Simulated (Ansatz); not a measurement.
**AgBr under changes of volume**

One of the cells (23.644 Å³/atom); the others are scaled copies at fixed shape and fractional positions:

```
Ag Br
1.0
     0.00000    2.87015    2.87015
     2.87015    0.00000    2.87015
     2.87015    2.87015    0.00000
Ag Br
1 1
Cartesian
  0.0000 0.0000 0.0000
  2.8702 2.8702 2.8702
```

- Program: Ansatz 0.2.0
- Functional: PBEsol
- Potentials or basis: Ansatz PAW
- Cutoff: 420 eV (not typed: the program's choice for these potentials)
- k mesh: 8 × 8 × 8
- Occupations: fermi-dirac, width 0.05 eV
- Spin: spin-orbit coupling, no magnetisation

```csv
volume (Å³/atom),energy over the lowest point (meV/atom),pressure (GPa),gap on the mesh (eV)
22.225,2.65,1.5,0.42
22.698,0.00,0.3,0.41
23.171,0.68,-0.7,0.42
23.644,4.28,-1.7,0.42
24.116,10.42,-2.5,0.42
24.589,?,?,?
25.062,29.12,-3.8,0.44
```

Problem. What does the run at 24.589 Å³/atom give?

Solution. Energy over the lowest point 18.80 meV/atom; pressure -3.2 GPa; gap on the mesh 0.43 eV.

Worked out: A Birch-Murnaghan fit of order 3 (a polynomial in V^(-2/3)) to the other rows has its minimum at 22.83 Å³/atom with B0 = V·E''(V) = 52 GPa and B' = 5.4. It gives 18.80 meV/atom at 24.589 Å³/atom, against the run's 18.80, and -dE/dV = -3.2 GPa, against -3.2. A parabola through the other rows of the gap, of slope 0.428 eV per unit of ln V there, gives 0.43 eV, against the run's 0.43.

Energies are extrapolated to zero smearing.

Caveats: the PAW data sets come from PBE, with cores solved anew for the run's functional, which leaves a small shift of forces and pressure.

A mesh can miss the band edges.
